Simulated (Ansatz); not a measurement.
# Stack of 1T-SiSe2 under Y2C(OH)2 MXene, unshifted in a perpendicular field, part 2 of 3

Aim: how the stack of 1T-SiSe2 under Y2C(OH)2 MXene, unshifted screens a field along its normal, and what the field does to its bands. A positive field points along +c.

Ansatz 0.2.0; plane-wave DFT, PBE-D3(BJ), Ansatz PAW.

So far. Step 2 (Relaxation): The lattice constant a goes from 3.494 to 3.538 Å.

**3. Single point, field 0, start network**

A sawtooth potential applies the field, turning back in the middle of the vacuum. With the dipole correction the typed value is the field outside the slab. The induced dipole is small, so the SCF threshold is tight.

The cell differs from the one that the last finished run ended in (c 54.431 → 30.432 Å).

The input, input.yaml:

```yaml
crystal:
  lattice:
    - [3.5375196445, 0.0, 0.0]
    - [-1.7687598223, 3.0635818786, 0.0]
    - [0.0, 0.0, 30.4324723504]
  atoms:
    - { symbol: Se, position: [0.6666666667, 0.3333333333, 0.2957367346] }
    - { symbol: Si, position: [0.0, 0.0, 0.3418200728] }
    - { symbol: Se, position: [0.3333333333, 0.6666666667, 0.3888575218] }
    - { symbol: H, position: [0.3333333333, 0.6666666667, 0.4657083275] }
    - { symbol: O, position: [0.3333333333, 0.6666666667, 0.4980414071] }
    - { symbol: "Y", position: [0.6666666667, 0.3333333333, 0.5370094473] }
    - { symbol: C, position: [0.0, 0.0, 0.5844958451] }
    - { symbol: "Y", position: [0.3333333333, 0.6666666667, 0.6294194008] }
    - { symbol: O, position: [0.6666666667, 0.3333333333, 0.6724485252] }
    - { symbol: H, position: [0.6666666667, 0.3333333333, 0.7042632654] }
kpoints:
  mp_grid: { grid: [18, 18, 1] }
  band_path:
    path: [[0, 0, 0], [0.5, 0, 0], [0.33333333, 0.33333333, 0], [0, 0, 0]]
    npoints: 16
hamiltonian:
  xc: pbe
  dispersion: d3bj
scf:
  occupations: { method: fermi_dirac, width: 0.02585 }
  convergence: { dr2_threshold: 1.0e-10 }
efield:
  axis: 3
  dipole_correction: true
  ramp_position: 0.97
  ramp_width: 0.06
  amplitude: 0
output:
  dos: { projected: true, e_range: [-6, 5] }
  bader: true
  write_potential: true
  write_density: true
  volumetric_format: npy
  elf: true
```

The run is started by

```bash
> ansatz run input.yaml --threads 4 --pin off --max-ram 6144MiB --backend cpu --events-out ev --progress --plain --runs-dir out
```

Numbers of over 12 decimals in the logs are rounded to 6 here.

The log of the run:

```text
[...]
Crystal: 10 atoms, lattice volume = 329.811 Å³
Basis set: ecut = 420 eV, 6371 PW (Γ)
Bands: 48, of which v1, the nominal top of the filled ones, is band 38 counted from 1 (37 counted from 0)
Symmetry: 6 space group operations
[...]
k-points: 37 of 324 (time reversal used)
[...]
SCF iter   1: F=—  HF=-20697.343537 eV  |F-HF|=—  |Δ(HF+E_count)|=         —  Δρ=6.70e-3  dr2=3.61e0  ethr=1.77e-3  p=0.124 e·Å  D=6.81e-2 V/Å  ΔV_dip=-2.07 eV  dr2_dipole=1.68e0  V_vac-E_F(+/−)=2.25/4.32 eV  ⟨swp⟩=9.1  Hψ=8398  notcnv=0  defer=25
efield: sawtooth ramp at fractional position 0.9700 (set: `efield.ramp_position`, or a place that a band, a saddle search or an elastic batch's reference lends), width 0.0600; the density the first Hamiltonian is built on has a dipole p = 0.124 e·Å; the dipole correction subtracts the counter field D = 6.81e-2 V/Å, which shifts the + side's vacuum level by -2.07 eV against the − side's; the planar-averaged density in the ramp window peaks in size at 6.3e-6 e/Å³
[...]
SCF iter   2: F=—  HF=-20697.286241 eV  |F-HF|=—  |Δ(HF+E_count)|=   5.73e-2  Δρ=3.11e-3  dr2=6.09e-1  ethr=1.77e-3  p=0.240 e·Å  D=1.31e-1 V/Å  ΔV_dip=-4.00 eV  dr2_dipole=3.20e-1  V_vac-E_F(+/−)=1.35/5.35 eV  ⟨swp⟩=2.8  Hψ=2410  notcnv=0  defer=127
[...]
SCF iter  12: F=-20697.254305 eV  HF=-20697.254305 eV  |F-HF|=4.37e-11  |Δ(HF+E_count)|=  5.06e-10  Δρ=8.82e-8  dr2=2.89e-11  ethr=1.00e-12  p=0.196 e·Å  D=1.08e-1 V/Å  ΔV_dip=-3.28 eV  dr2_dipole=3.59e-12  V_vac-E_F(+/−)=1.67/4.95 eV  ⟨swp⟩=14.3  Hψ=5986  notcnv=0
SCF 1 converged in 12 iterations: F = -20697.254305 eV  dr2 = 2.89e-11
[...]
NSCF: frozen V_eff on 49 k-points
efield: sawtooth ramp at fractional position 0.9700 (kept from the solve that this one continues, or follows in the run), width 0.0600; the density the first Hamiltonian is built on has a dipole p = 0.196 e·Å; the dipole correction subtracts the counter field D = 1.08e-1 V/Å, which shifts the + side's vacuum level by -3.28 eV against the − side's; the planar-averaged density in the ramp window peaks in size at 2.4e-6 e/Å³
[...]
SCF converged after 12 iterations
Free energy (F): -20697.254305 eV
[...]
Internal energy: -20697.248849 eV  (E = F + TS)
E sigma→0 (E₀):  -20697.251577 eV
Entropy (-TS):   -0.005456 eV (-0.546 meV/atom)
Fermi energy:    2.303228 eV
Dipole field:    D = 0.107630 V/Å  (p = 0.196173 e·Å, saw-weighted, corrected)
Work function:   Φ+ = 1.6732 eV   Φ− = 4.9486 eV
Levels:          The Fermi level and band energies are counted from a zero that moves with the ramp; work functions are not
[...]
--- Band table (eV; the first three rows and the last of 37) ---
  k-point 0: bands = [... 34 lower, 1.0754, 1.0754, 2.4254, 2.4254, 2.8625, 3.5007, 4.3051, 4.8207, ... 6 higher]
  k-point 1: bands = [... 34 lower, 0.9756, 1.2655, 2.2899, 2.4056, 2.9261, 3.7944, 4.3557, 5.0781, ... 6 higher]
  k-point 2: bands = [... 34 lower, 0.9340, 1.4013, 1.9869, 2.3552, 3.0680, 4.2352, 4.5023, 5.0520, ... 6 higher]
  k-point 36: bands = [... 34 lower, 0.3475, 0.9690, 1.0351, 1.6297, 3.5418, 5.7020, 6.0411, 6.2321, ... 6 higher]
--- Bader charges: 10 sites ---
  site symbol  charge [e]  shift [e]
     0     Se     -0.7812     0.0034
     1     Si      1.5202     0.0060
     2     Se     -0.8480     0.0026
     3      H      0.5510     0.0015
     4      O     -1.3509     0.0016
     5      Y      1.9349     0.0002
     6      C     -2.1122     0.0002
     7      Y      1.8928     0.0002
     8      O     -1.3217     0.0015
     9      H      0.5151     0.0014
  estimated error of the sums over rays = 6.8e-4 e
```

The job ended after 43 s (4 threads of Intel Xeon Platinum 8488C (Sapphire Rapids), shared host; peak memory 1.2 GiB).

The column dr2 measures how far the density is from self-consistency, as an energy; F and HF (Harris–Foulkes) agree once it is small.

Numbers from this step:

| Quantity | Value |
| --- | --- |
| energy at zero smearing | -20697.2516 eV |
| work function, upper face | 1.673 eV |
| work function, lower face | 4.949 eV |
| dipole along the normal | 0.1962 e·Å |
| step between the vacuum levels | -3.275 eV |

Running mean over a fixed 2.7 Å (it still follows the layers) of the planar mean; the ramp of the sawtooth is left out. The electron's electrostatic potential energy less the Fermi level by z:

```
z (Å)  electron's electrostatic potential energy less the Fermi level (eV)
    4                                                                 4.95
    5                                                                 4.95
    6                                                                 4.90
    7                                                                 4.08
    8                                                                0.849
    9                                                                -3.60
   10                                                                -6.69
   11                                                                -6.51
   12                                                                -2.87
   13                                                                0.117
   14                                                                0.503
   15                                                                -3.95
   16                                                                -7.34
   17                                                                -7.29
   18                                                                -6.76
   19                                                                -7.58
   20                                                                -6.40
   21                                                                -1.85
   22                                                                0.703
   23                                                                 1.51
   24                                                                 1.66
   25                                                                 1.67
   26                                                                 1.67
   27                                                                 1.67
```

The density of states has structure finer than the step of the table below, so its rows give means over 0.2 eV, whole bins alone (the curve runs from -6 to 1.99 eV). Peaks (eV: height): -4.65: 10.3, -4.18: 21.5, -4.02: 25.0, -2.00: 9.13, -1.56: 14.1, -1.45: 11.6, -0.68: 21.1.

Table of density of states by energy, zero at the Fermi level; means over each step:

energy (eV), density of states (states/eV a cell) and a bar:
```
     -5.8        2.3 ####
     -5.6        1.0 #
     -5.4        1.0 #
     -5.2        1.1 #
     -5.0        2.6 #####
     -4.8        6.1 #############
     -4.6        7.9 ##################
     -4.4        6.7 ###############
     -4.2       12.8 ##############################
     -4.0       10.8 #########################
     -3.8        3.2 ######
     -3.6        2.8 #####
     -3.4        1.3 ##
     -3.2        1.0 #
     -3.0        0.9 #
     -2.8        0.8 #
     -2.6        1.4 ##
     -2.4        2.6 #####
     -2.2        2.6 #####
     -2.0        5.0 ###########
     -1.8        2.6 #####
     -1.6        7.0 ################
     -1.4        6.8 ###############
     -1.2        3.9 ########
     -1.0        3.8 ########
     -0.8        6.0 #############
     -0.6        4.7 ##########
     -0.4        2.1 ####
     -0.2        3.2 ######
      0.0        2.2 ####
      0.2        0.6 
      0.4        0.6 
      0.6        0.9 #
      0.8        1.2 ##
      1.0        1.7 ###
      1.2        3.4 #######
      1.4        2.5 #####
      1.6        2.6 #####
      1.8        2.4 #####
```

Projected DOS per atom over height of the atomic layer and energy from the Fermi level. Layers: Se Si Se H O Y C Y O H from below.

Ten even steps from '0' (0.0 states/eV) to '9' (5.0 states/eV), each cell a mean:
```
0000000000
0000000000
0000000000
0000000000
0000000000
0000002000
0000002000
0000016200
1010002100
2020014100
3020000000
3020000000
1010000000
0000000000
0000000000
1110000000
1110910040
1010400070
0010300150
0000000010
0000000000
1110000000
```
Columns: height of the atomic layer (Å) from 9 to 21.4 (not evenly spaced); rows upwards: energy from the Fermi level (eV) from -5.96 to 1.96.

The electronic bands at the labelled points (eV, zero at the Fermi level):

```
  point  band 35  band 36  band 37  band 38  band 39  band 40  band 41  band 42
      Γ    -1.23    -1.23     0.12     0.12     0.56     1.20     2.00     2.52
halfway    -1.14    -1.03    -0.97    -0.08     1.06     1.45     1.85     2.98
      M    -1.60    -1.44    -0.68    -0.35    -0.12     1.00     3.28     3.68
halfway    -1.88    -1.52    -0.79    -0.66     0.87     2.01     3.88     4.13
      K    -1.96    -1.33    -1.27    -0.67     1.24     3.40     3.74     3.93
halfway    -1.58    -1.19    -0.87    -0.46     1.74     1.77     2.60     2.81
      Γ    -1.23    -1.23     0.12     0.12     0.56     1.20     2.00     2.52
```

Valence density in the ca plane at fractional y = 0.333, with atoms of Se and Y and O and H within 0.2 Å of it. It is the smooth field of the valence electrons, not physical close to the nuclei.

Ten steps, logarithmic in the rise over the least value, from '0' (0 e/Å³) to '9' (32 e/Å³), each cell a mean:
```
00122211000100000000001222110000011211000000
01366421000000000000013454210000024542100000
02599721000000000000024555310000135654310000
02488621000000000000014554310000025653210000
01234321000000000000012443110000012321000000
00111111111110000000001111111111001100000000
00000111111211000000110000111111110000000000
00000011112211000000110000111111110000000000
00011111111111000000010001111111100000000000
```
Columns run along c (16.0 Å, from fractional 0.25 to 0.78 of the cell), rows up along a (3.5 Å). Atoms in or near the plane, at fractional coordinates: Se at (0.30, 0.67), Y at (0.54, 0.67), O at (0.67, 0.67), H at (0.70, 0.67).

ELF in the ca plane at fractional y = 0.333, with atoms of Se and Y and O and H within 0.2 Å of it. It is the smooth field of the valence electrons, not physical close to the nuclei.

Ten even steps from '0' (0.00) to '9' (0.88), each cell a mean:
```
00000146888887532344432000111157622442001478
00001369998678620011110000001699982122003898
00002479995147620000000000003885794011015864
00001479996357620000000000002897893112004886
00001358998888621222221000000489951232002699
00000024677777544566653000132123213652110146
00000000122344457888875101356410147752232001
00000000001124468988875101367520268862233100
00000012355666546777764100244200125752121013
```
Columns run along c (16.0 Å, from fractional 0.16 to 0.69 of the cell), rows up along a (3.5 Å). Atoms in or near the plane, at fractional coordinates: Se at (0.30, 0.67), Y at (0.54, 0.67), O at (0.67, 0.67).

Electrostatic potential energy in the ca plane at fractional y = 0.333, with atoms of Se and Y and O and H within 0.2 Å of it. With pseudopotentials it is smooth inside the atoms' cores, unlike the true potential.

Ten even steps from '0' (-44 eV) to '9' (6 eV), each cell a mean:
```
99999766788999999999999987546899998899999999
99997566579999999999999873001589999996347789
99996677568999999999999861000379999982001059
99996577568999999999999861000389999983014379
99998555589999999999999985213689999998679999
99999887888889899999999998777899998889999999
99999999988888889999999999999999987788999999
99999999987788778999999999999999987778999999
99999998888888889999999999888999988789999999
```
Columns run along c (16.0 Å, from fractional 0.22 to 0.74 of the cell; values clipped at the 3rd and 97th percentile), rows up along a (3.5 Å). Atoms in or near the plane, at fractional coordinates: Se at (0.30, 0.67), Y at (0.54, 0.67), O at (0.67, 0.67), H at (0.70, 0.67).

The work function of the upper face is 1.67 eV.

**4. Atoms held, field 0.1 V/Å**

input.yaml, as its differences from that of step 3:

```diff
@@ -30,8 +30,6 @@
   dipole_correction: true
-  ramp_position: 0.97
-  ramp_width: 0.06
-  amplitude: 0
+  ramp_position: 0.9346
+  ramp_width: 0.1015
+  amplitude: 0.1
 output:
-  dos: { projected: true, e_range: [-6, 5] }
-  bader: true
   write_potential: true
@@ -39,2 +37 @@
   volumetric_format: npy
-  elf: true
```

The log of the run:

```text
[...]
Crystal: 10 atoms, lattice volume = 329.811 Å³
Basis set: ecut = 420 eV, 6371 PW (Γ)
Bands: 48, of which v1, the nominal top of the filled ones, is band 38 counted from 1 (37 counted from 0)
Symmetry: 6 space group operations
[...]
k-points: 37 of 324 (time reversal used)
[...]
k-point 0: bands = [... 34 lower, 1.0156, 1.0156, 2.3755, 2.3755, 2.9863, 3.4366, 4.7591, 4.7727, ... 6 higher]
  k-point 1: bands = [... 34 lower, 0.9160, 1.2059, 2.2434, 2.3556, 3.0478, 3.7300, 4.8214, 5.0179, ... 6 higher]
  k-point 2: bands = [... 34 lower, 0.8873, 1.3415, 1.9403, 2.3050, 3.1902, 4.1723, 4.9428, 5.0351, ... 6 higher]
  k-point 36: bands = [... 34 lower, 0.2805, 0.9184, 0.9844, 1.5804, 3.4791, 5.6572, 6.0127, 6.1889, ... 6 higher]
[key lines of the parts left out:]
SCF converged after 18 iterations
Free energy (F): -20697.277997 eV
Fermi energy:    2.250594 eV
Dipole field:    D = 0.152233 V/Å  (p = 0.277468 e·Å, saw-weighted, corrected)
```

It took 31 s on 4 threads; peak memory 1.1 GiB; 2 min of CPU time.

The dipole is 0.277 e·Å, 0.0813 e·Å from its value without field.

**5. Single point, field -0.1 V/Å**

input.yaml, as its differences from that of step 4:

```diff
@@ -32,3 +32,3 @@
   ramp_width: 0.1015
-  amplitude: 0.1
+  amplitude: -0.1
 output:
```

The log of the run:

```text
[...]
Crystal: 10 atoms, lattice volume = 329.811 Å³
Basis set: ecut = 420 eV, 6371 PW (Γ)
Bands: 48, of which v1, the nominal top of the filled ones, is band 38 counted from 1 (37 counted from 0)
Symmetry: 6 space group operations
[...]
k-points: 37 of 324 (time reversal used)
[...]
k-point 0: bands = [... 34 lower, 1.0310, 1.0310, 2.3709, 2.3709, 2.6259, 3.4600, 3.8717, 4.7765, ... 6 higher]
  k-point 1: bands = [... 34 lower, 0.9309, 1.2207, 2.2300, 2.3511, 2.6937, 3.7533, 3.9233, 5.0338, ... 6 higher]
  k-point 2: bands = [... 34 lower, 0.8766, 1.3566, 1.9284, 2.3009, 2.8341, 4.0687, 4.1939, 4.9922, ... 6 higher]
  k-point 36: bands = [... 34 lower, 0.3102, 0.9149, 0.9811, 1.5747, 3.5000, 5.6433, 5.9637, 6.1711, ... 6 higher]
[key lines of the parts left out:]
SCF converged after 19 iterations
Free energy (F): -20697.238819 eV
Fermi energy:    2.251023 eV
Dipole field:    D = 0.062050 V/Å  (p = 0.113095 e·Å, saw-weighted, corrected)
```

Elapsed: 33 s, on 4 threads; peak memory 1.1 GiB; 2.2 min of CPU time.

The dipole is 0.113 e·Å, -0.0831 e·Å from its value without field.

**6. Atoms held, field 0.2 V/Å**

input.yaml, as its differences from that of step 5:

```diff
@@ -32,3 +32,3 @@
   ramp_width: 0.1015
-  amplitude: -0.1
+  amplitude: 0.2
 output:
```

The log of the run:

```text
[...]
Crystal: 10 atoms, lattice volume = 329.811 Å³
Basis set: ecut = 420 eV, 6371 PW (Γ)
Bands: 48, of which v1, the nominal top of the filled ones, is band 38 counted from 1 (37 counted from 0)
Symmetry: 6 space group operations
[...]
k-points: 37 of 324 (time reversal used)
[...]
k-point 0: bands = [... 34 lower, 0.9989, 0.9989, 2.3684, 2.3684, 3.1436, 3.4161, 4.7430, 5.1603, ... 6 higher]
  k-point 1: bands = [... 34 lower, 0.8996, 1.1894, 2.2386, 2.3485, 3.2047, 3.7083, 5.0004, 5.1970, ... 6 higher]
  k-point 2: bands = [... 34 lower, 0.8838, 1.3250, 1.9359, 2.2977, 3.3472, 4.1521, 4.9967, 5.0709, ... 6 higher]
  k-point 36: bands = [... 34 lower, 0.2567, 0.9106, 0.9765, 1.5741, 3.4595, 5.6560, 6.0247, 6.1880, ... 6 higher]
[key lines of the parts left out:]
SCF converged after 18 iterations
Free energy (F): -20697.309767 eV
Fermi energy:    2.240627 eV
Dipole field:    D = 0.196317 V/Å  (p = 0.357818 e·Å, saw-weighted, corrected)
```

The job ended after 30 s (4 threads; peak memory 1.1 GiB; 1.9 min of CPU time).

The dipole is 0.358 e·Å, 0.162 e·Å from its value without field.

**7. Atoms held, field -0.2 V/Å**

input.yaml, as its differences from that of step 6:

```diff
@@ -32,3 +32,3 @@
   ramp_width: 0.1015
-  amplitude: 0.2
+  amplitude: -0.2
 output:
```

The log of the run:

```text
[...]
Crystal: 10 atoms, lattice volume = 329.811 Å³
Basis set: ecut = 420 eV, 6371 PW (Γ)
Bands: 48, of which v1, the nominal top of the filled ones, is band 38 counted from 1 (37 counted from 0)
Symmetry: 6 space group operations
[...]
k-points: 37 of 324 (time reversal used)
[...]
k-point 0: bands = [... 34 lower, 1.0150, 1.0150, 2.3449, 2.3449, 2.4102, 3.3829, 3.4548, 4.7605, ... 6 higher]
  k-point 1: bands = [... 34 lower, 0.9146, 1.2043, 2.1942, 2.3252, 2.4858, 3.4406, 3.7430, 5.0176, ... 6 higher]
  k-point 2: bands = [... 34 lower, 0.8490, 1.3402, 1.8980, 2.2751, 2.6212, 3.5876, 4.1798, 4.9569, ... 6 higher]
  k-point 36: bands = [... 34 lower, 0.3012, 0.8893, 0.9554, 1.5485, 3.4865, 5.6154, 5.9186, 6.1410, ... 6 higher]
[key lines of the parts left out:]
SCF converged after 20 iterations
Free energy (F): -20697.231832 eV
Fermi energy:    2.226783 eV
Dipole field:    D = 0.013918 V/Å  (p = 0.025367 e·Å, saw-weighted, corrected)
```

The job ended after 33 s (4 threads; peak memory 1.1 GiB).

The dipole is 0.0254 e·Å, -0.171 e·Å from its value without field.

**8. Single point, field 0.35 V/Å**

input.yaml, as its differences from that of step 7:

```diff
@@ -30,6 +30,8 @@
   dipole_correction: true
-  ramp_position: 0.9346
-  ramp_width: 0.1015
-  amplitude: -0.2
+  ramp_position: 0.9154
+  ramp_width: 0.14
+  amplitude: 0.35
 output:
+  dos: { projected: true, e_range: [-6, 5] }
+  bader: true
   write_potential: true
@@ -37 +39,2 @@
   volumetric_format: npy
+  elf: true
```

The log of the run:

```text
[...]
Crystal: 10 atoms, lattice volume = 329.811 Å³
Basis set: ecut = 420 eV, 6371 PW (Γ)
Bands: 48, of which v1, the nominal top of the filled ones, is band 38 counted from 1 (37 counted from 0)
Symmetry: 6 space group operations
[...]
k-points: 37 of 324 (time reversal used)
[...]
--- Bader charges: 10 sites ---
  site symbol  charge [e]  shift [e]
     0     Se     -0.7977     0.0033
     1     Si      1.5126     0.0058
     2     Se     -0.8444     0.0025
     3      H      0.5508     0.0015
     4      O     -1.3505     0.0016
     5      Y      1.9341     0.0002
     6      C     -2.1085     0.0002
     7      Y      1.8987     0.0002
     8      O     -1.3233     0.0016
     9      H      0.5283     0.0015
  estimated error of the sums over rays = 6.7e-4 e
[key lines of the parts left out:]
SCF converged after 18 iterations
Free energy (F): -20697.372416 eV
Fermi energy:    2.218948 eV
Dipole field:    D = 0.261906 V/Å  (p = 0.477364 e·Å, saw-weighted, corrected)
```

It took 53 s on 4 threads; peak memory 1.1 GiB; 3.4 min of CPU time.

The dipole is 0.477 e·Å, 0.281 e·Å from its value without field.

[end of part 2 of 3]

[Logs are printed without paths, hosts, clocks, repeated set-up lines and the standing remarks that a program may print on its own settings, such as how far it seeks lower states.]

[Hosts, paths, dates, database ids (printed as entryN), source tags and the programs' standing remarks are cut or masked in the printed files.]

[Maps of the electrostatic potential energy from Ansatz leave out the sawtooth potential of an applied field or a dipole correction, so their vacuum need not be flat; planar profiles and work functions include it.]

[The density of states shown here was stored with 400 of the rows of the run's finer table, so its peaks can read low, often by over a quarter, or be missed, and its means over a window can be off by a tenth or more.]
